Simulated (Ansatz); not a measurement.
# Nb: other elements on the same sites

An exercise on one series of results from a longer session: the logs are not shown, and one member is left open.

Method: DFT r2SCAN, scalar-relativistic, plane waves, PAW, in Ansatz 0.2.0.

## The starting structure

The structure is cubic, space group Im-3m (No. 229). Conventional cell: a = 3.305 Å, b = 3.305 Å, c = 3.305 Å, α = 90.00°, β = 90.00°, γ = 90.00°. Nb (site symmetry m-3m) is surrounded by 8 Nb at 2.86 Å.

Structure file:

```xyz
1
Lattice="-1.6523 1.6523 1.6523 1.6523 -1.6523 1.6523 1.6523 1.6523 -1.6523" Properties=species:S:1:pos:R:3 pbc="T T T"
Nb    0.0000    0.0000    0.0000
```

It goes back to an entry of the Materials Project.

It is the result of an earlier relaxation at this level (volume 18.04 Å³/atom; gap on the mesh: none (metal)).

The first run:

Input file input.yaml:

```yaml
crystal:
  lattice:
    - [-1.6382823297, 1.6382823297, 1.6382823297]
    - [1.6382823297, -1.6382823297, 1.6382823297]
    - [1.6382823297, 1.6382823297, -1.6382823297]
  atoms:
    - { symbol: W, position: [0.0, 0.0, 0.0] }
basis:
  ecutwfc: 500
kpoints:
  mp_grid: { grid: [8, 8, 8] }
hamiltonian:
  xc: r2scan
scf:
  occupations: { method: gaussian, width: 0.1 }
output:
  forces: true
  stress: true
  eigenvalues: true
```

Command:

```bash
$ ansatz run input.yaml --threads 1 --pin off --max-ram 1331MiB --backend cpu --events-out ev --progress --plain --runs-dir out
```

Steps of the session up to this table: A first look at the start (W); A loose first relaxation (W); Full relaxation (W); Probe: one point at the start (Mo); Relaxing cell and atoms (Mo); A first look at the start (Ta); A loose first relaxation (Ta); The relaxation (Ta).

One of the session's tables, all rows but one given; the rest of the session is left out.

Lengths are those of the vectors of the cell that was run:

```
   swap  volume (Å³/atom)  a (Å)  b (Å)  c (Å)
   none             18.04  2.862  2.862  2.862
Nb → Sb             26.98  3.273  3.273  3.273
 Nb → V             13.27  2.583  2.583  2.583
Nb → Zr                 ?      ?      ?      ?
 Nb → W             15.90  2.744  2.744  2.744
Nb → Mo             15.63  2.728  2.728  2.728
Nb → Ta             18.04  2.862  2.862  2.862
```

Estimate the missing values for Nb → Zr.

As computed: volume (Å³/atom): 22.98; a (Å): 3.102; b (Å): 3.102; c (Å): 3.102. In the column «volume (Å³/atom)» it lies between Nb → Ta (18.04) and Nb → Sb (26.98).

Lengths are those of the computed cell. Rows of earlier swaps come from the sessions before.

To keep in mind: Warnings in the runs' records: seeded moment not kept.
